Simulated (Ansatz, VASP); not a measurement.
# SrO: VASP beside Ansatz

```
CELL_PARAMETERS angstrom
0.00000 2.55255 2.55255
2.55255 0.00000 2.55255
2.55255 2.55255 0.00000
ATOMIC_POSITIONS crystal
Sr 0.00000 0.00000 0.00000
O 0.50000 0.50000 0.50000
```

Change from the starting cell: volume scaled by 0.98.

Alike in both runs: task single point; functional PBE; k mesh 8 × 8 × 8; occupations fermi-dirac, width 0.02 eV; no spin polarisation.

```csv
,VASP,Ansatz
version,VASP 6.6.1,Ansatz 0.2.0
potentials or method,"VASP PAW PBE potentials, release 64 (Sr_sv, O), cutoff 520 eV","all-electron LAPW, scalar-relativistic"
```

```tsv
	VASP	Ansatz	Ansatz less VASP
gap on the k mesh at the Fermi level (eV)	3.25	3.30	+0.050
pressure (GPa)	5.6	5.0	-0.65
```

Ansatz ran all-electron here, so the differences hold the error of VASP's frozen core and of both bases.

A k mesh can miss the band edges.
